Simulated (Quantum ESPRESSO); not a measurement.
CdSe (Cadmoselite): zone-centre phonons under several settings

```
Cd Se
1.0
     4.30000    0.00000    0.00000
    -2.15000    3.72391    0.00000
     0.00000    0.00000    7.02000
Cd Se
2 2
Cartesian
  2.1500 1.2413 3.5100
  0.0000 2.4826 0.0000
  2.1500 1.2413 6.2127
  0.0000 2.4826 2.7027
```

All runs used Quantum ESPRESSO 7.5; k mesh 4 × 4 × 2, shifted; relaxed cell; no spin polarisation; occupations smeared at first, fixed for the response.

```tsv
level	potentials	cutoff (eV)	volume (Å³/atom)	pressure (GPa)	highest optical mode without the field (cm⁻¹)	sum of the Born charges (e)
PBE	SSSP 1.3 efficiency PBE	816	?	0.1	?	?
PBE	SG15 PBE 1.2	952	29.91	0.0	173	-0.50
```

Problem. What stands in the row left open?

Solution. Volume 29.79 Å³/atom; highest optical mode without the field 174 cm⁻¹; sum of the Born charges -0.44 e.

Caveats: all runs use coarse meshes.

For the row left open. Caveat: the k mesh is coarse (spacing up to 0.45 Å⁻¹), so the values aren't converged; the mesh is thin for the dielectric tensor, Born charges and intensities, which usually come out too large; the Born charges break their sum rule by 0.44 e, a sign of too thin a mesh.

The runs don't all hold the same shells in valence.
